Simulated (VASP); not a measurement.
# Vacuum and the quasiparticle gap of a sheet of MoTe2 monolayer, part 5 of 5

How does the G0W0 gap of a single sheet of MoTe2 monolayer depend on the vacuum between its repeats?

VASP 6.6.1, plane waves and PAW; the level of theory is named at each step.

So far, quasiparticle gap on the mesh (eV): step 5 (G0W0, box 12 Å, bands in the sums 256) 1.68; step 8 (G0W0, box 13.5 Å, bands in the sums 288, height 13.5) 1.72; step 11 (G0W0, box 15 Å, bands in the sums 320, height 15) 1.75.

### 13. Empty bands, box 19 Å, height 19

Level of this step: PBE, no spin polarisation; plane waves and PAW (Mo_sv_GW, Te_GW) (VASP).

The empty bands are made again, for the run that follows.

The input, INCAR:

```
SYSTEM = Te2Mo
PREC = Accurate
ENCUT = 370
ISMEAR = 0
SIGMA = 0.01
LREAL = .FALSE.
GGA = PE
NBANDS = 408
LASPH = .TRUE.
ALGO = Exact
NELM = 1
LWAVE = .TRUE.
LCHARG = .FALSE.
LOPTICS = .TRUE.
NEDOS = 1000
CSHIFT = 0.1
```

The input, POSCAR:

```
Te2Mo
1.0
    3.5500000000      0.0000000000      0.0000000000
   -1.7750000000      3.0743901834      0.0000000000
    0.0000000000      0.0000000000     19.0000000000
Mo Te
1 2
Direct
    0.3333333333      0.6666666667      0.5000000000
    0.6666666667      0.3333333333      0.5952904824
    0.6666666667      0.3333333333      0.4047095176
```

The input, KPOINTS:

```
Automatic mesh
0
Gamma
9 9 1
0 0 0
```

The projector-augmented-wave data sets are Mo_sv_GW and Te_GW (PBE family, release 64).

Command:

```console
> mpirun -np 8 vasp_std
```

The program printed:

```text
[banner, memory and clock lines left out]
running    8 mpi-ranks, on    1 nodes
[...]
[... a notice as in an earlier step ...]

 LDA part: xc-table for (Slater+PW92), standard interpolation
 found WAVECAR, reading the header
  number of bands has changed, file:    19 present:   408
  trying to continue reading WAVECAR, but it might fail
 POSCAR, INCAR and KPOINTS ok, starting setup
[...]
reading WAVECAR
 random initialization beyond band           19
 the WAVECAR file was read successfully
 initial charge from wavefunction
 entering main loop
       N       E                     dE             d eps       ncg     rms          rms(c)
DIA:   1    -0.188191001509E+02   -0.18819E+02    0.00000E+00     0   0.000E+00
   1 F= -.18819100E+02 E0= -.18819100E+02  d E =-.231788E-52
 writing wavefunctions
 optical routines
 imaginary and real dielectric function
 recalculating local potential from charge density
 direction            1
 direction            2
 direction            3
```

It took 2.6 min on 8 MPI ranks of Intel Xeon Platinum 8259CL at 2.50GHz (Skylake/Cascade Lake), shared host; peak memory 4.7 GiB; 21 min of CPU time.

Parts of OUTCAR (step 13):

```text
  Total       -0.0749424     -0.0749424     -0.1599630      0.0000000      0.0000000      0.0000000
  in kB       -0.5790251     -0.5790251     -1.2359168      0.0000000      0.0000000      0.0000000
  external PRESSURE =      -0.7979890 kB  Pullay stress =       0.0000000 kB

 POSITION                                       TOTAL-FORCE (eV/Angst)
 -----------------------------------------------------------------------------------
     -0.00000      2.04959      9.50000        -0.000000      0.000000      0.000000
      1.77500      1.02480     11.31052         0.000000     -0.000000     -0.020381
      1.77500      1.02480      7.68948         0.000000      0.000000      0.020381
 -----------------------------------------------------------------------------------
    total drift:                                0.000001     -0.000001     -0.000000

  FREE ENERGIE OF THE ION-ELECTRON SYSTEM (eV)
  ---------------------------------------------------
  free  energy   TOTEN  =       -18.8191001509 eV

  energy  without entropy=      -18.8191001509  energy(sigma->0) =      -18.81910015

[... 1 part as in an earlier step ...]

[... 2 further parts left out ...]
[key lines of the parts left out:]
E-fermi :  -0.1243
```

WAVECAR now holds 408 bands for 26 electrons.

### 14. G0W0, box 19 Å, bands in the sums 408, height 19

This step: G0W0 on PBE, no spin polarisation; plane waves and PAW (Mo_sv_GW, Te_GW) (VASP 6.6.1).

The input, INCAR:

```
SYSTEM = Te2Mo
PREC = Accurate
ENCUT = 370
ISMEAR = 0
SIGMA = 0.01
LREAL = .FALSE.
GGA = PE
NBANDS = 408
LASPH = .TRUE.
ALGO = EVGW0
NELMGW = 1
ENCUTGW = 90
NOMEGA = 48
PRECFOCK = Fast
NBANDSGW = 24
LWAVE = .FALSE.
LCHARG = .FALSE.
```

POSCAR is that of step 13.

KPOINTS is that of step 13.

Command:

```console
> mpirun -np 8 vasp_std
```

The program printed:

```text
[banner, memory and clock lines left out]
running    8 mpi-ranks, on    1 nodes
[...]
[... a notice as in an earlier step ...]

 [... a notice as in an earlier step ...]

 LDA part: xc-table for (Slater+PW92), standard interpolation
 found WAVECAR, reading the header
 POSCAR, INCAR and KPOINTS ok, starting setup
[...]
reading WAVECAR
 the WAVECAR file was read successfully
 initial charge from wavefunction
 available memory per node:     69.18 GB, setting MAXMEM to     70840

 The Fermi energy was updated, please check that it is located mid-gap
 values below the HOMO (VB) or above the LUMO (CB) will cause erroneous energies
 E-fermi :   0.3148

 calculate exact exchange contribution
 the WAVEDER file was read successfully
 [... a notice as in an earlier step ...]

energies w=
    0.000    0.000    0.884    0.000    1.764    0.000    2.638    0.000
    3.502    0.000    4.355    0.000    5.193    0.000    6.017    0.000
    6.827    0.000    7.621    0.000    8.402    0.000    9.169    0.000
[...]
total number of BLAS operations      16999.77 Gflops
NQ=   8    0.3333    0.1111    0.0000,
|.........|.........|.........|.........|.........|.........|.........|.........
 performed      15523000 updates of chi_q(r,r)
 total number of BLAS operations      20110.53 Gflops
NQ=   9    0.4444    0.1111    0.0000,
|.........|.........|.........|.........|.........|.........|.........|.........
 performed      17588000 updates of chi_q(r,r)
 total number of BLAS operations      22834.50 Gflops
NQ=  10    0.2222    0.2222    0.0000,
|.........|.........|.........|.........|.........|.........|.........|.........
 performed      19653000 updates of chi_q(r,r)
 total number of BLAS operations      25598.86 Gflops
NQ=  11    0.3333    0.2222    0.0000,
|.........|.........|.........|.........|.........|.........|.........|.........
 performed      22071000 updates of chi_q(r,r)
 total number of BLAS operations      28694.13 Gflops
NQ=  12    0.3333    0.3333    0.0000,
|.........|.........|.........|.........|.........|.........|.........|.........
 performed      23353000 updates of chi_q(r,r)
 total number of BLAS operations      30426.99 Gflops
 resolving degeneracies of screened two electron integrals

 calculate QP shifts <psi_nk| G(iteration)W_0 |psi_nk>: iteration 1
 entering main loop
```

The job ended after 12 min (8 MPI ranks; peak memory 5.4 GiB; 1.6 h of CPU time).

OUTCAR, selected parts (step 14):

```text
 QP shifts <psi_nk| G(iteration)W_0 |psi_nk>: iteration 1
 for sc-GW calculations column KS-energies equals QP-energies in previous step
 and V_xc(KS)=  KS-energies - (<T + V_ion + V_H > + <T+V_H+V_ion>^1  + <V_x>^1)
 k-point   1 :       0.0000    0.0000    0.0000
  band No.  KS-energies  QP-energies   sigma(KS)   V_xc(KS)     V^pw_x(r,r')   Z            occupation Imag(sigma)
    ...
     10      -1.8633      -2.0433     -15.0252     -14.7795     -16.5521       0.7325       2.0000       0.3705
     11      -1.0980      -1.1679     -15.7120     -15.6173     -16.4937       0.7382       2.0000       0.2363
     12      -1.0980      -1.1679     -15.7120     -15.6173     -16.4937       0.7382       2.0000       0.2363
     13      -0.6966      -0.8447     -14.6698     -14.4690     -15.2684       0.7376       2.0000       0.2240
     14       2.8231       3.4101     -11.9323     -12.7001      -8.5123       0.7645       0.0000      -0.3581
     15       2.8231       3.4101     -11.9323     -12.7001      -8.5123       0.7645       0.0000      -0.3581
     16       3.0950       3.7040     -12.2745     -13.0731      -8.5680       0.7625       0.0000      -0.4482
     17       3.0950       3.7040     -12.2745     -13.0731      -8.5680       0.7625       0.0000      -0.4482
    ...

[... 1 part as in an earlier step ...]

[... 2 further parts left out ...]
[key lines of the parts left out:]
E-fermi :   0.3148
```

The gap is now 1.824 eV, +141 meV against the lowest cell. Of the change against the lowest cell, +0 meV is already in the starting gap. The sheet keeps a typed, unrelaxed lattice constant, and the Coulomb interaction between its repeats isn't cut. Spin-orbit coupling is left out. VASP warns that the automatic setting of its frequency mesh failed and advises more k points, so the value is in doubt.

### 15. Ground state with more vacuum, box 24 Å, height 24

This step: PBE, no spin polarisation; plane waves and PAW (Mo_sv_GW, Te_GW) (VASP 6.6.1).

The cell is made 24 Å high around the same sheet, and the chain is run again; the band count grows with the volume, so that the sums reach the same energy.

The input, INCAR:

```
SYSTEM = Te2Mo
PREC = Accurate
ENCUT = 370
EDIFF = 1E-08
NELM = 100
ISMEAR = 0
SIGMA = 0.01
LREAL = .FALSE.
ALGO = Normal
GGA = PE
NBANDS = 19
LASPH = .TRUE.
LORBIT = 11
LWAVE = .TRUE.
LCHARG = .FALSE.
KPAR = 8
```

The input, POSCAR:

```
Te2Mo
1.0
    3.5500000000      0.0000000000      0.0000000000
   -1.7750000000      3.0743901834      0.0000000000
    0.0000000000      0.0000000000     24.0000000000
Mo Te
1 2
Direct
    0.3333333333      0.6666666667      0.5000000000
    0.6666666667      0.3333333333      0.5754382985
    0.6666666667      0.3333333333      0.4245617014
```

KPOINTS is that of step 14.

Command:

```console
> mpirun -np 8 vasp_std
```

The program printed:

```text
[... set-up lines as in an earlier step ...]
 entering main loop
       N       E                     dE             d eps       ncg     rms          rms(c)
DAV:   1     0.174311509840E+03    0.17431E+03   -0.10159E+04   608   0.800E+02
DAV:   2    -0.352517383312E-01   -0.17435E+03   -0.17095E+03   685   0.280E+02
DAV:   3    -0.202573548726E+02   -0.20222E+02   -0.20036E+02   725   0.957E+01
DAV:   4    -0.211450634013E+02   -0.88771E+00   -0.87898E+00   776   0.219E+01
[...]
DAV:  24    -0.188187374762E+02   -0.31817E-07   -0.32425E-10   375   0.125E-04    0.875E-06
DAV:  25    -0.188187375046E+02   -0.28378E-07   -0.17613E-10   335   0.113E-04    0.825E-06
DAV:  26    -0.188187375113E+02   -0.67298E-08   -0.64361E-11   314   0.842E-05
   1 F= -.18818738E+02 E0= -.18818738E+02  d E =-.884776E-28
 writing wavefunctions
```

Run time: 29 s. Hardware: 8 MPI ranks; peak memory 3 GiB; 3.8 min of CPU time.

From OUTCAR (step 15):

```text
  Total       -0.0757273     -0.0757273     -0.1609050     -0.0000000     -0.0000000      0.0000000
  in kB       -0.4631958     -0.4631958     -0.9841957     -0.0000000     -0.0000000      0.0000000
  external PRESSURE =      -0.6368624 kB  Pullay stress =       0.0000000 kB

 POSITION                                       TOTAL-FORCE (eV/Angst)
 -----------------------------------------------------------------------------------
     -0.00000      2.04959     12.00000        -0.000000      0.000000      0.000000
      1.77500      1.02480     13.81052         0.000000     -0.000000     -0.020346
      1.77500      1.02480     10.18948         0.000000      0.000000      0.020346
 -----------------------------------------------------------------------------------
    total drift:                                0.000001     -0.000001      0.000001

  FREE ENERGIE OF THE ION-ELECTRON SYSTEM (eV)
  ---------------------------------------------------
  free  energy   TOTEN  =       -18.8187375113 eV

  energy  without entropy=      -18.8187375113  energy(sigma->0) =      -18.81873751

[... 1 part as in an earlier step ...]

[... 2 further parts left out ...]
[key lines of the parts left out:]
E-fermi :  -1.1220
```

### 16. Empty bands, box 24 Å, height 24

The empty bands are made again, for the run that follows.

The input, INCAR:

```
SYSTEM = Te2Mo
PREC = Accurate
ENCUT = 370
ISMEAR = 0
SIGMA = 0.01
LREAL = .FALSE.
GGA = PE
NBANDS = 512
LASPH = .TRUE.
ALGO = Exact
NELM = 1
LWAVE = .TRUE.
LCHARG = .FALSE.
LOPTICS = .TRUE.
NEDOS = 1000
CSHIFT = 0.1
```

POSCAR is that of step 15.

KPOINTS is that of step 15.

Command:

```console
> mpirun -np 8 vasp_std
```

The program printed:

```text
[banner, memory and clock lines left out]
running    8 mpi-ranks, on    1 nodes
[...]
[... a notice as in an earlier step ...]

 LDA part: xc-table for (Slater+PW92), standard interpolation
 found WAVECAR, reading the header
  number of bands has changed, file:    19 present:   512
  trying to continue reading WAVECAR, but it might fail
 POSCAR, INCAR and KPOINTS ok, starting setup
[...]
reading WAVECAR
 random initialization beyond band           19
 the WAVECAR file was read successfully
 initial charge from wavefunction
 entering main loop
       N       E                     dE             d eps       ncg     rms          rms(c)
DIA:   1    -0.188187375149E+02   -0.18819E+02    0.00000E+00     0   0.000E+00
   1 F= -.18818738E+02 E0= -.18818738E+02  d E =-.296029-118
 writing wavefunctions
 optical routines
 imaginary and real dielectric function
 recalculating local potential from charge density
 direction            1
 direction            2
 direction            3
```

Elapsed: 5.8 min, on 8 MPI ranks; peak memory 6.9 GiB; 46 min of CPU time.

From OUTCAR (step 16):

```text
  Total       -0.0756603     -0.0756603     -0.1608122      0.0000000     -0.0000000      0.0000000
  in kB       -0.4627859     -0.4627859     -0.9836280      0.0000000     -0.0000000      0.0000000
  external PRESSURE =      -0.6363999 kB  Pullay stress =       0.0000000 kB

 POSITION                                       TOTAL-FORCE (eV/Angst)
 -----------------------------------------------------------------------------------
     -0.00000      2.04959     12.00000         0.000000     -0.000000     -0.000000
      1.77500      1.02480     13.81052         0.000000      0.000000     -0.020351
      1.77500      1.02480     10.18948        -0.000000      0.000000      0.020351
 -----------------------------------------------------------------------------------
    total drift:                                0.000001     -0.000001      0.000001

  FREE ENERGIE OF THE ION-ELECTRON SYSTEM (eV)
  ---------------------------------------------------
  free  energy   TOTEN  =       -18.8187375149 eV

  energy  without entropy=      -18.8187375149  energy(sigma->0) =      -18.81873751

[... 1 part as in an earlier step ...]

[... 2 further parts left out ...]
[key lines of the parts left out:]
E-fermi :  -1.0341
```

WAVECAR now holds 512 bands for 26 electrons.

### 17. G0W0, box 24 Å, bands in the sums 512, height 24

This step: G0W0 on PBE, no spin polarisation; plane waves and PAW (Mo_sv_GW, Te_GW) (VASP 6.6.1).

The input, INCAR:

```
SYSTEM = Te2Mo
PREC = Accurate
ENCUT = 370
ISMEAR = 0
SIGMA = 0.01
LREAL = .FALSE.
GGA = PE
NBANDS = 512
LASPH = .TRUE.
ALGO = EVGW0
NELMGW = 1
ENCUTGW = 90
NOMEGA = 48
PRECFOCK = Fast
NBANDSGW = 24
LWAVE = .FALSE.
LCHARG = .FALSE.
```

POSCAR is that of step 16.

KPOINTS is that of step 16.

Command:

```console
> mpirun -np 8 vasp_std
```

The program printed:

```text
[banner, memory and clock lines left out]
running    8 mpi-ranks, on    1 nodes
[...]
[... a notice as in an earlier step ...]

 [... a notice as in an earlier step ...]

 LDA part: xc-table for (Slater+PW92), standard interpolation
 found WAVECAR, reading the header
 POSCAR, INCAR and KPOINTS ok, starting setup
[...]
reading WAVECAR
 the WAVECAR file was read successfully
 initial charge from wavefunction
 available memory per node:     66.61 GB, setting MAXMEM to     68205

 The Fermi energy was updated, please check that it is located mid-gap
 values below the HOMO (VB) or above the LUMO (CB) will cause erroneous energies
 E-fermi :  -0.6516

 calculate exact exchange contribution
 the WAVEDER file was read successfully
 [... a notice as in an earlier step ...]

energies w=
    0.000    0.000    0.884    0.000    1.765    0.000    2.640    0.000
    3.504    0.000    4.357    0.000    5.196    0.000    6.020    0.000
    6.830    0.000    7.625    0.000    8.406    0.000    9.174    0.000
[...]
total number of BLAS operations      34119.60 Gflops
NQ=   8    0.3333    0.1111    0.0000,
|.........|.........|.........|.........|.........|.........|.........|.........
 performed      19534000 updates of chi_q(r,r)
 total number of BLAS operations      40473.30 Gflops
NQ=   9    0.4444    0.1111    0.0000,
|.........|.........|.........|.........|.........|.........|.........|.........
 performed      22133000 updates of chi_q(r,r)
 total number of BLAS operations      45924.18 Gflops
NQ=  10    0.2222    0.2222    0.0000,
|.........|.........|.........|.........|.........|.........|.........|.........
 performed      24732000 updates of chi_q(r,r)
 total number of BLAS operations      51269.11 Gflops
NQ=  11    0.3333    0.2222    0.0000,
|.........|.........|.........|.........|.........|.........|.........|.........
 performed      27773000 updates of chi_q(r,r)
 total number of BLAS operations      57400.97 Gflops
NQ=  12    0.3333    0.3333    0.0000,
|.........|.........|.........|.........|.........|.........|.........|.........
 performed      29389000 updates of chi_q(r,r)
 total number of BLAS operations      60803.52 Gflops
 resolving degeneracies of screened two electron integrals

 calculate QP shifts <psi_nk| G(iteration)W_0 |psi_nk>: iteration 1
 entering main loop
```

Wall time 19 min (8 MPI ranks); peak memory 7.6 GiB; 2.5 h of CPU time.

OUTCAR, selected parts (step 17):

```text
 QP shifts <psi_nk| G(iteration)W_0 |psi_nk>: iteration 1
 for sc-GW calculations column KS-energies equals QP-energies in previous step
 and V_xc(KS)=  KS-energies - (<T + V_ion + V_H > + <T+V_H+V_ion>^1  + <V_x>^1)
 k-point   1 :       0.0000    0.0000    0.0000
  band No.  KS-energies  QP-energies   sigma(KS)   V_xc(KS)     V^pw_x(r,r')   Z            occupation Imag(sigma)
    ...
     10      -2.8296      -3.0492     -15.0791     -14.7796     -16.5512       0.7328       2.0000       0.3701
     11      -2.0644      -2.1742     -15.7661     -15.6175     -16.4943       0.7384       2.0000       0.2361
     12      -2.0644      -2.1742     -15.7661     -15.6175     -16.4943       0.7384       2.0000       0.2361
     13      -1.6629      -1.8507     -14.7236     -14.4691     -15.2670       0.7378       2.0000       0.2234
     14       1.8567       2.4781     -11.8884     -12.7001      -8.5110       0.7655       0.0000      -0.3571
     15       1.8567       2.4781     -11.8884     -12.7001      -8.5110       0.7655       0.0000      -0.3571
     16       2.1286       2.7717     -12.2310     -13.0732      -8.5703       0.7636       0.0000      -0.4468
     17       2.1286       2.7717     -12.2310     -13.0732      -8.5703       0.7636       0.0000      -0.4468
    ...

[... 1 part as in an earlier step ...]

[... 2 further parts left out ...]
[key lines of the parts left out:]
E-fermi :  -0.6516
```

The gap is now 1.894 eV, +211 meV against the lowest cell. Of the change against the lowest cell, +0 meV is already in the starting gap. The sheet keeps a typed, unrelaxed lattice constant, and the Coulomb interaction between its repeats isn't cut. Spin-orbit coupling is left out. VASP warns that the automatic setting of its frequency mesh failed and advises more k points, so the value is in doubt.

### 18. Summary

This step: GW series: G0W0 on PBE; plane waves and PAW (VASP 6.6.1).

This step runs nothing: it gathers the runs above.

Gaps by cell height:

```
cell height (Å)  bands  Kohn-Sham gap at PBE (eV)  quasiparticle gap (eV)  direct quasiparticle gap (eV)  cost (core minutes)
             12    256                       1.09                   1.683                          1.683                51.88
           13.5    288                       1.09                   1.719                          1.719                74.55
             15    320                       1.09                   1.751                          1.751                67.61
             19    408                       1.09                   1.824                          1.824                117.9
             24    512                       1.09                   1.894                          1.894                201.6
```

### 19. What came out

```yaml
g0w0_on_pbe_256_bands_encutgw_90_ev_nomega_48_mesh_9x9x1: 1.090 → 1.683 eV
```

In words: G0W0 gives a quasiparticle gap of 1.683 eV on the mesh in the lowest cell, 0.59 eV over the PBE gap on the same mesh. On mesh and path the starting valence top lies at (0.333, 0.333) and the conduction bottom at (0.333, 0.333), so the starting gap is direct. Both points lie on the GW mesh. From a height of 12 to 24 Å the starting gap changes by +0 meV and the G0W0 gap by +211 meV: the repeated sheets screen one another through the long-range Coulomb interaction, which isn't cut here. A line against one over the height, fitted to all points, misses them by up to 8 meV and gives 2.10 eV at infinite height. Fitted without the tallest cell, the line predicts 1.871 eV for it, against 1.894 eV computed. The in-plane mesh is fixed, and for a sheet its error grows with the height, so the extrapolated value isn't the converged gap of the free sheet. Bands, response cutoff and mesh weren't tested for convergence. Spin-orbit coupling is left out; with Mo and Te in the cell it can split or shift band edges, by an amount that depends on which atoms form them and isn't tested here. VASP warned that the automatic setting of its frequency mesh failed, and advised more k points, in all GW runs. Those values are in doubt. Not tabulated here, as repeats of values shown or as unfit to read for their mesh, reference level or band range: pressures of a box with vacuum or a charge (ground state, ground state with more vacuum, relaxation); gaps (empty bands, relaxation); eps2 curves (empty bands); eps1 curves and static values (empty bands).

[Lines on the potential files, build, host, timing and source positions are cut from VASP's logs without a mark.]

[Logs are printed without paths, hosts, clocks, repeated set-up lines and the standing remarks that a program may print on its own settings, such as how far it seeks lower states.]

[Hosts, paths, dates, database ids (printed as entryN), source tags and the programs' standing remarks are cut or masked in the printed files.]

[Pressures printed for these runs are not shown converged in the cutoff: they can be off by several GPa and have the wrong sign.]
